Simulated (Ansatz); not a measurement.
All numbers below come from DFT PBE, scalar-relativistic, plane waves, PAW in Ansatz. Settings: cutoff 420 eV, Γ-centred meshes spaced at most about 0.3 Å⁻¹, and about 0.25 Å⁻¹ or finer for metals (2π included), Gaussian smearing. No spin polarisation.

These are static total energies at zero pressure. Both are relaxed sheets, periodic along a and b.

Two relaxed structures of Cu:

A.

```yaml
crystal:
  periodic: [true, true, false]
  lattice:
    - [2.35442, 0.00000, 0.00000]
    - [0.00000, 2.35447, 0.00000]
    - [0.00000, 0.00000, 23.80000]
  atoms:
    - { symbol: Cu, position: [0.00000, 0.00000, 0.29412] }
```

B.

```yaml
crystal:
  periodic: [true, true, false]
  lattice:
    - [3.96243, 0.00000, 0.00000]
    - [-1.98121, 3.43157, 0.00000]
    - [0.00000, 0.00000, 23.80000]
  atoms:
    - { symbol: Cu, position: [0.66667, 0.33333, 0.29412] }
    - { symbol: Cu, position: [0.33333, 0.66667, 0.29412] }
```

Task: Which would you expect to be lower, and how large is the difference?

Result: A is lower, by 0.39 eV/atom. A has layer group p4/mmm (No. 61), 5.5 Å²/atom and no gap on its mesh; B has layer group p6/mmm (No. 80), 6.8 Å²/atom and no gap. Counting all near atoms (those within 1.25 times the shortest distance at each site), A has Cu 4 and B has Cu 3. In A, Cu at height 0.00 Å has 4 Cu at 2.35 Å. In B, Cu at height 0.00 Å has 3 Cu at 2.29 Å. Both come from invented guesses. The lowest form computed isn't among them: it has layer group p6/mmm (No. 80), 2.6 Å²/atom and lies 0.48 eV/atom below the best shown.

Cells relaxed within their symmetry can be saddle points. Some types were kept out of the candidates beforehand, so the set may lack a known form.
